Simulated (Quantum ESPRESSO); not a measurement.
# CrCuO2 (R-3m) in Quantum ESPRESSO: band structure with PBEsol

Aim: the band structure of CrCuO2 with PBEsol.

All numbers are computed with Quantum ESPRESSO 7.5; they aren't measurements. Logs are shortened: lines on timing, memory, paths and dates and some standing lists are left out, and cuts for length are marked.

**1. The structure**

It takes space group R-3m (No. 166, trigonal). The conventional cell has a = 2.973 Å, b = 2.973 Å, c = 17.100 Å, α = 90.00°, β = 90.00°, γ = 120.00°. Cu (site symmetry -3m) is surrounded by 2 O at 1.85 Å. Cr (site symmetry -3m) has 6 O at 1.99 Å as nearest neighbours. O (site symmetry 3m) is surrounded by 1 Cu at 1.85 Å and 3 Cr at 1.99 Å.

**2. Band structure, PBEsol, collinear spin, ferromagnetic start**

File pw.in:

```
&CONTROL
  calculation = 'scf'
  prefix = 'pwscf'
  outdir = './tmp'
  pseudo_dir = './pseudo'
  tprnfor = .true.
  tstress = .true.
  disk_io = 'low'
/
&SYSTEM
  ibrav = 0
  celldm(1) = 8
  nat = 4
  ntyp = 3
  ecutwfc = 56
  ecutrho = 448
  nbnd = 34
  occupations = 'smearing'
  smearing = 'fd'
  degauss = 0.00367493
  nspin = 2
  starting_magnetization(1) = 0.0316
  starting_magnetization(2) = 0.2143
  starting_magnetization(3) = 0
/
&ELECTRONS
  conv_thr = 8d-10
  electron_maxstep = 120
  mixing_beta = 0.3
/
ATOMIC_SPECIES
Cu    63.5460 cu_pbesol_v1.2.uspp.F.UPF
Cr    51.9961 cr_pbesol_v1.5.uspp.F.UPF
O     15.9990 o_pbesol_v1.2.uspp.F.UPF
CELL_PARAMETERS alat
  0.3511819786851   0.2027550099274   1.3464298637959
 -0.3511819786851   0.2027550099274   1.3464298637959
  0.0000000000000  -0.4055100198548   1.3464298637959
ATOMIC_POSITIONS crystal
Cu     0.0000000000    0.0000000000    0.0000000000
Cr     0.5000000000    0.5000000000    0.5000000000
O      0.8920800000    0.8920800000    0.8920800000
O      0.1079200000    0.1079200000    0.1079200000
K_POINTS automatic
10 10 10 0 0 0
```

File bands.in:

```
&CONTROL
  calculation = 'bands'
  prefix = 'pwscf'
  outdir = './tmp'
  pseudo_dir = './pseudo'
  disk_io = 'low'
  verbosity = 'high'
/
&SYSTEM
  ibrav = 0
  celldm(1) = 8
  nat = 4
  ntyp = 3
  ecutwfc = 56
  ecutrho = 448
  nbnd = 34
  occupations = 'smearing'
  smearing = 'fd'
  degauss = 0.00367493
  nspin = 2
  starting_magnetization(1) = 0.0316
  starting_magnetization(2) = 0.2143
  starting_magnetization(3) = 0
/
&ELECTRONS
  conv_thr = 1d-08
  electron_maxstep = 120
  mixing_beta = 0.3
  diago_full_acc = .true.
  startingwfc = 'random'
/
ATOMIC_SPECIES
Cu    63.5460 cu_pbesol_v1.2.uspp.F.UPF
Cr    51.9961 cr_pbesol_v1.5.uspp.F.UPF
O     15.9990 o_pbesol_v1.2.uspp.F.UPF
CELL_PARAMETERS alat
  0.3511819786851   0.2027550099274   1.3464298637959
 -0.3511819786851   0.2027550099274   1.3464298637959
  0.0000000000000  -0.4055100198548   1.3464298637959
ATOMIC_POSITIONS crystal
Cu     0.0000000000    0.0000000000    0.0000000000
Cr     0.5000000000    0.5000000000    0.5000000000
O      0.8920800000    0.8920800000    0.8920800000
O      0.1079200000    0.1079200000    0.1079200000
K_POINTS crystal
60
 0.0000000000  0.0000000000  0.0000000000 1
 0.0555555556  0.0000000000  0.0000000000 1
 0.1111111111  0.0000000000  0.0000000000 1
 0.1666666667  0.0000000000  0.0000000000 1
 0.2222222222  0.0000000000  0.0000000000 1
 0.2777777778  0.0000000000  0.0000000000 1
 0.3333333333  0.0000000000  0.0000000000 1
 0.3888888889  0.0000000000  0.0000000000 1
 0.4444444444  0.0000000000  0.0000000000 1
 0.5000000000  0.0000000000  0.0000000000 1
 0.5000000000  0.0363568645 -0.0363568645 1
 0.5000000000  0.0727137291 -0.0727137291 1
 0.5000000000  0.1090705936 -0.1090705936 1
 0.5000000000  0.1454274581 -0.1454274581 1
 0.5000000000  0.1817843226 -0.1817843226 1
 0.8182156774  0.5000000000  0.1817843226 1
 0.7863941096  0.5000000000  0.2136058904 1
 0.7545725419  0.5000000000  0.2454274581 1
 0.7227509742  0.5000000000  0.2772490258 1
 0.6909294064  0.5000000000  0.3090705936 1
 0.6591078387  0.5000000000  0.3408921613 1
 0.6272862709  0.5000000000  0.3727137291 1
 0.5954647032  0.5000000000  0.4045352968 1
 0.5636431355  0.5000000000  0.4363568645 1
 0.5318215677  0.5000000000  0.4681784323 1
 0.5000000000  0.5000000000  0.5000000000 1
 0.3333333333  0.3333333333  0.3333333333 1
 0.1666666667  0.1666666667  0.1666666667 1
 0.0000000000  0.0000000000  0.0000000000 1
 0.0309901965  0.0000000000 -0.0309901965 1
 0.0619803930  0.0000000000 -0.0619803930 1
 0.0929705894  0.0000000000 -0.0929705894 1
 0.1239607859  0.0000000000 -0.1239607859 1
 0.1549509824  0.0000000000 -0.1549509824 1
 0.1859411789  0.0000000000 -0.1859411789 1
 0.2169313754  0.0000000000 -0.2169313754 1
 0.2479215719  0.0000000000 -0.2479215719 1
 0.2789117683  0.0000000000 -0.2789117683 1
 0.3099019648  0.0000000000 -0.3099019648 1
 0.3408921613  0.0000000000 -0.3408921613 1
 0.6591078387  0.3408921613  0.0000000000 1
 0.6272862709  0.3727137291  0.0000000000 1
 0.5954647032  0.4045352968  0.0000000000 1
 0.5636431355  0.4363568645  0.0000000000 1
 0.5318215677  0.4681784323  0.0000000000 1
 0.5000000000  0.5000000000  0.0000000000 1
 0.6591078387  0.6591078387  0.1817843226 1
 0.6431970548  0.6431970548  0.2136058904 1
 0.6272862709  0.6272862709  0.2454274581 1
 0.6113754871  0.6113754871  0.2772490258 1
 0.5954647032  0.5954647032  0.3090705936 1
 0.5795539193  0.5795539193  0.3408921613 1
 0.5636431355  0.5636431355  0.3727137291 1
 0.5477323516  0.5477323516  0.4045352968 1
 0.5318215677  0.5318215677  0.4363568645 1
 0.5159107839  0.5159107839  0.4681784323 1
 0.5000000000  0.5000000000  0.5000000000 1
 0.5000000000  0.0000000000  0.0000000000 1
 0.6591078387  0.1704460807  0.1704460807 1
 0.8182156774  0.3408921613  0.3408921613 1
```

Potentials or basis: GBRV 1.5 PBEsol.

Started as:

```
$ OMP_NUM_THREADS=1 mpirun -n 2 pw.x -nk 2 -in pw.in > pw.out
$ OMP_NUM_THREADS=1 mpirun -n 2 pw.x -nk 2 -in bands.in > bands.out
```

pw.out:

```text
This program is part of the open-source Quantum ESPRESSO suite
     for quantum simulation of materials; please cite
         "P. Giannozzi et al., J. Phys.:Condens. Matter 21 395502 (2009);
         "P. Giannozzi et al., J. Phys.:Condens. Matter 29 465901 (2017);
         "P. Giannozzi et al., J. Chem. Phys. 152 154105 (2020);
     in publications or presentations arising from this work. More details at

     Message from routine setup:
     using ibrav=0 with symmetry is DISCOURAGED, use correct ibrav instead

     K-points division:     npool     =       2
     Subspace diagonalization in iterative solution of the eigenvalue problem:
     a serial algorithm will be used

     G-vector sticks info
     --------------------
     sticks:   dense  smooth     PW     G-vecs:    dense   smooth      PW
     Sum        2171    1091    359                47167    16719    3209

     Using Slab Decomposition

     bravais-lattice index     =            0
     lattice parameter (alat)  =       8.0000  a.u.
     unit-cell volume          =     294.5159 (a.u.)^3
     number of atoms/cell      =            4
     number of atomic types    =            3
     number of electrons       =        45.00
     number of Kohn-Sham states=           34
     kinetic-energy cutoff     =      56.0000  Ry
     charge density cutoff     =     448.0000  Ry
     scf convergence threshold =      8.0E-10
     mixing beta               =       0.3000
     number of iterations used =            8  plain     mixing
     Exchange-correlation= SLA  PW   PSX  PSC
                           (   1   4  10   8   0   0   0)

     celldm(1)=   8.000000  celldm(2)=   0.000000  celldm(3)=   0.000000
     celldm(4)=   0.000000  celldm(5)=   0.000000  celldm(6)=   0.000000

     crystal axes: (cart. coord. in units of alat)
               a(1) = (   0.351182   0.202755   1.346430 )
               a(2) = (  -0.351182   0.202755   1.346430 )
               a(3) = (   0.000000  -0.405510   1.346430 )

     reciprocal axes: (cart. coord. in units 2 pi/alat)
               b(1) = (  1.423763  0.822010  0.247568 )
               b(2) = ( -1.423763  0.822010  0.247568 )
               b(3) = ( -0.000000 -1.644020  0.247568 )

     PseudoPot. # 1 for Cu read from file:
     cu_pbesol_v1.2.uspp.F.UPF
     Pseudo is Ultrasoft + core correction, Zval = 19.0
     Generated by new atomic code, or converted to UPF format
     Using radial grid of  867 points,  6 beta functions with:
                l(1) =   0
                l(2) =   0
                l(3) =   1
                l(4) =   1
                l(5) =   2
                l(6) =   2
     Q(r) pseudized with  8 coefficients,  rinner =    1.150   1.150   1.150
                                                       1.150   1.150

     PseudoPot. # 2 for Cr read from file:
     cr_pbesol_v1.5.uspp.F.UPF
     Pseudo is Ultrasoft + core correction, Zval = 14.0
     Generated by new atomic code, or converted to UPF format
     Using radial grid of  857 points,  6 beta functions with:
                l(1) =   0
                l(2) =   0
                l(3) =   1
                l(4) =   1
                l(5) =   2
                l(6) =   2
     Q(r) pseudized with  8 coefficients,  rinner =    0.950   0.950   0.950
                                                       0.950   0.950

     PseudoPot. # 3 for O  read from file:
     o_pbesol_v1.2.uspp.F.UPF
     Pseudo is Ultrasoft + core correction, Zval =  6.0
     Generated by new atomic code, or converted to UPF format
     Using radial grid of  737 points,  5 beta functions with:
                l(1) =   0
                l(2) =   0
                l(3) =   1
                l(4) =   1
                l(5) =   2
     Q(r) pseudized with  8 coefficients,  rinner =    0.900   0.900   0.900
                                                       0.900   0.900

     atomic species   valence    mass     pseudopotential
     Cu               19.00    63.54600     Cu( 1.00)
     Cr               14.00    51.99610     Cr( 1.00)
     O                 6.00    15.99900     O ( 1.00)

     Starting magnetic structure
     atomic species   magnetization
     Cu              0.032
     Cr              0.214
     O               0.000

     12 Sym. Ops., with inversion, found

   Cartesian axes

     site n.     atom                  positions (alat units)
         1        Cu     tau(   1) = (   0.0000000   0.0000000   0.0000000  )
         2        Cr     tau(   2) = (   0.0000000   0.0000000   2.0196448  )
         3        O      tau(   3) = (  -0.0000000   0.0000000   3.6033695  )
         4        O      tau(   4) = (  -0.0000000  -0.0000000   0.4359201  )

     number of k points=   116  Fermi-Dirac smearing, width (Ry)=  0.0037

     Number of k-points >= 100: set verbosity='high' to print them.

     Dense  grid:    47167 G-vectors     FFT dimensions: (  75,  75,  75)

     Smooth grid:    16719 G-vectors     FFT dimensions: (  54,  54,  54)

     Check: negative core charge=   -0.000005
     Generating pointlists ...
     new r_m :   0.1798 (alat units)  1.4385 (a.u.) for type    1
     new r_m :   0.1938 (alat units)  1.5505 (a.u.) for type    2
     new r_m :   0.1798 (alat units)  1.4385 (a.u.) for type    3

     Initial potential from superposition of free atoms

     starting charge      43.0000, renormalised to      45.0000

     negative rho (up, down):  3.237E-04 2.078E-04
     Starting wfcs are   31 randomized atomic wfcs +    3 random wfcs

     Self-consistent Calculation

     iteration #  1     ecut=    56.00 Ry     beta= 0.30
     Davidson diagonalization with overlap
     ethr =  1.00E-02,  avg # of iterations =  5.3

     negative rho (up, down):  1.337E-04 7.621E-04

     total energy              =    -640.61938790 Ry
     estimated scf accuracy    <       7.86448833 Ry

     total magnetization       =     2.84 Bohr mag/cell
     absolute magnetization    =     2.91 Bohr mag/cell

     iteration #  2     ecut=    56.00 Ry     beta= 0.30
     Davidson diagonalization with overlap
     ethr =  1.00E-02,  avg # of iterations =  3.0

     negative rho (up, down):  2.048E-04 1.188E-03

     total energy              =    -642.62524389 Ry
     estimated scf accuracy    <       9.15323386 Ry

     total magnetization       =     1.00 Bohr mag/cell
     absolute magnetization    =     1.31 Bohr mag/cell

     iteration #  3     ecut=    56.00 Ry     beta= 0.30
     Davidson diagonalization with overlap
     ethr =  1.00E-02,  avg # of iterations =  1.7

     negative rho (up, down):  0.000E+00 1.358E-03

     total energy              =    -643.34346637 Ry
     estimated scf accuracy    <       1.50633119 Ry

     total magnetization       =     3.00 Bohr mag/cell
     absolute magnetization    =     3.04 Bohr mag/cell

     iteration #  4     ecut=    56.00 Ry     beta= 0.30
     Davidson diagonalization with overlap
     ethr =  3.35E-03,  avg # of iterations =  1.1

     negative rho (up, down):  0.000E+00 1.606E-03

     total energy              =    -643.48133558 Ry
     estimated scf accuracy    <       0.27901965 Ry
[... 112 lines left out ...]
     iteration # 14     ecut=    56.00 Ry     beta= 0.30
     Davidson diagonalization with overlap
     ethr =  7.63E-10,  avg # of iterations =  2.3

     negative rho (up, down):  0.000E+00 4.085E-03

     total energy              =    -643.48458339 Ry
     estimated scf accuracy    <       0.00000001 Ry

     total magnetization       =     3.00 Bohr mag/cell
     absolute magnetization    =     3.08 Bohr mag/cell

     iteration # 15     ecut=    56.00 Ry     beta= 0.30
     Davidson diagonalization with overlap
     ethr =  2.56E-11,  avg # of iterations =  2.7

     negative rho (up, down):  0.000E+00 4.085E-03

     total energy              =    -643.48458342 Ry
     estimated scf accuracy    <       0.00000001 Ry

     total magnetization       =     3.00 Bohr mag/cell
     absolute magnetization    =     3.08 Bohr mag/cell

     iteration # 16     ecut=    56.00 Ry     beta= 0.30
     Davidson diagonalization with overlap
     ethr =  2.43E-11,  avg # of iterations =  2.0

     negative rho (up, down):  0.000E+00 4.085E-03

     Magnetic moment per site  (integrated on atomic sphere of radius R)
     atom   1 (R=0.180)  charge= 16.1957  magn=  0.0077
     atom   2 (R=0.194)  charge= 10.9474  magn=  2.4079
     atom   3 (R=0.180)  charge=  5.1282  magn= -0.0034
     atom   4 (R=0.180)  charge=  5.1282  magn= -0.0034

     End of self-consistent calculation

     Number of k-points >= 100: set verbosity='high' to print the bands.

     the Fermi energy is    12.1222 ev

!    total energy              =    -643.48458345 Ry
     estimated scf accuracy    <          4.9E-10 Ry
     smearing contrib. (-TS)   =      -0.00000021 Ry
     internal energy E=F+TS    =    -643.48458324 Ry

     The total energy is F=E-TS. E is the sum of the following terms:
     one-electron contribution =    -416.39122818 Ry
     hartree contribution      =     230.63226348 Ry
     xc contribution           =     -75.13500492 Ry
     ewald contribution        =    -382.59061363 Ry

     total magnetization       =     3.00 Bohr mag/cell
     absolute magnetization    =     3.08 Bohr mag/cell

     convergence has been achieved in  16 iterations

     negative rho (up, down):  0.000E+00 4.085E-03

     Forces acting on atoms (cartesian axes, Ry/au):

     atom    1 type  1   force =    -0.00000000    0.00000000   -0.00000000
     atom    2 type  2   force =     0.00000000    0.00000000    0.00000000
     atom    3 type  3   force =     0.00000000    0.00000000   -0.00379006
     atom    4 type  3   force =    -0.00000000    0.00000000    0.00379006

     Total force =     0.005360     Total SCF correction =     0.000009

     Computing stress (Cartesian axis) and pressure

     negative rho (up, down):  0.000E+00 4.085E-03
          total   stress  (Ry/bohr**3)                   (kbar)     P=      -32.05
  -0.00016529   0.00000000   0.00000000          -24.31        0.00        0.00
  -0.00000000  -0.00016529   0.00000000           -0.00      -24.31        0.00
  -0.00000000  -0.00000000  -0.00032304           -0.00       -0.00      -47.52

=------------------------------------------------------------------------------=
   JOB DONE.
=------------------------------------------------------------------------------=
```

It took 10 min on 2 MPI ranks of Intel Xeon Platinum 8375C at 2.90GHz (Ice Lake), shared host; peak memory 0.68 GiB.

What came out:

| Property | Result |
| --- | --- |
| Free energy | -8755.0538 eV |
| Pressure | -3.2 GPa |
| Largest force | 0.097 eV/Å |
| Band gap on the k mesh | 0.93 eV, indirect (least direct gap 1.08 eV) |
| Band gap along the path | 0.97 eV, indirect (least direct gap 1.31 eV) |
| Net moment | 3.00 μB per cell |
| Absolute moment | 3.08 μB per cell |
| Site moments | Cu +0.01; Cr +2.41; O -0.00 μB |
| Valence electrons inside the program's atomic spheres | Cu 16.20; Cr 10.95; O 5.13 |

Forces in eV/Å, atoms in the order of the input:
```
Cu   0.000  0.000  0.000
Cr   0.000  0.000  0.000
O    0.000  0.000 -0.097
O    0.000  0.000  0.097
```

Levels at the corners of the path, in eV from the valence-band top:
Spin up:
```csv
point,band 22,band 23,band 24,band 25,band 26,band 27
Γ,-1.19,-1.19,-0.82,2.03,2.75,2.75
L,-0.70,-0.52,-0.33,2.09,2.47,2.67
B1,-1.04,-0.30,0.00,2.09,2.11,4.43
B,-1.04,-0.30,0.00,2.09,2.11,4.43
Z,-1.25,-1.25,-0.25,2.53,2.53,3.06
Γ,-1.19,-1.19,-0.82,2.03,2.75,2.75
X,-1.04,-0.29,-0.01,2.07,2.10,4.70
Q,-1.04,-0.29,-0.01,2.07,2.10,4.70
F,-0.56,-0.52,-0.17,2.03,2.51,2.69
P1,-0.62,-0.52,-0.22,2.01,2.54,2.63
Z,-1.25,-1.25,-0.25,2.53,2.53,3.06
L,-0.70,-0.52,-0.33,2.09,2.47,2.67
P,-0.62,-0.52,-0.22,2.01,2.54,2.63
```
Spin down:
```
point  band 19  band 20  band 21  band 22  band 23  band 24
    Γ    -2.24    -1.87    -1.87     1.26     1.77     1.77
    L    -1.60    -1.56    -0.67     0.97     2.59     2.73
   B1    -1.93    -1.71    -0.80     2.00     2.53     2.61
    B    -1.93    -1.71    -0.80     2.00     2.53     2.61
    Z    -2.23    -1.24    -1.24     1.76     1.76     2.57
    Γ    -2.24    -1.87    -1.87     1.26     1.77     1.77
    X    -1.93    -1.71    -0.80     1.99     2.55     2.59
    Q    -1.93    -1.71    -0.80     1.99     2.55     2.59
    F    -1.80    -1.60    -0.89     1.60     2.60     2.72
   P1    -1.72    -1.61    -0.84     1.34     2.67     2.73
    Z    -2.23    -1.24    -1.24     1.76     1.76     2.57
    L    -1.60    -1.56    -0.67     0.97     2.59     2.73
    P    -1.72    -1.61    -0.84     1.34     2.67     2.73
```

Caveat: only a ferromagnetic start was run, and an antiferromagnetic order may lie lower in energy. Expect the measured gap to be larger: semilocal functionals such as PBEsol lack the derivative discontinuity.

**3. For comparison**

An earlier run on the cell as given: functional PBEsol; potentials or basis GBRV 1.5 PBEsol; cutoff 762 eV; density cutoff 6095 eV; k mesh 10 × 10 × 10; occupations fermi-dirac, width 0.05 eV; collinear spin, ferromagnetic start; starting moments [0.6, 3.0, 0.0, 0.0] μB.

- Pressure: -3.2 GPa
- Largest force: 0.097 eV/Å
- Band gap on the k mesh: 0.93 eV, indirect (least direct gap 1.08 eV)
- Net moment: 3.00 μB per cell
- Absolute moment: 3.08 μB per cell
- Site moments: Cu +0.01; Cr +2.41; O -0.00 μB
- Valence electrons inside the program's atomic spheres: Cu 16.20; Cr 10.95; O 5.13
